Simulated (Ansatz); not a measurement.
Ga (bcc)

The computed numbers are results of r²SCAN, scalar-relativistic (no spin polarisation) in the plane-wave PAW code Ansatz at 500 eV, 18×18×18 k-mesh, Gaussian smearing of 0.05 eV; PAW files: Ansatz's generated set soft_2.

Space group Im-3m (No. 229). a = 3.308 Å, b = 3.308 Å, c = 3.308 Å, α = 90.00°, β = 90.00°, γ = 90.00°
```tsv
atom	site	symmetry	x	y	z
Ga	2a	m-3m	0.0000	0.0000	0.0000
```

At room temperature and ambient pressure Ga takes another structure.

The run used a cell of 1 atoms; the mesh refers to it.

* Volume: 18.11 Å³/atom

(1) Estimate the band gap at this level of theory (r²SCAN).

Answer:

(1) zero (metallic).

With 13 valence electrons in the calculation's cell and no magnetic order, the bands, two electrons each, can't all be full or empty: band theory demands a metal.
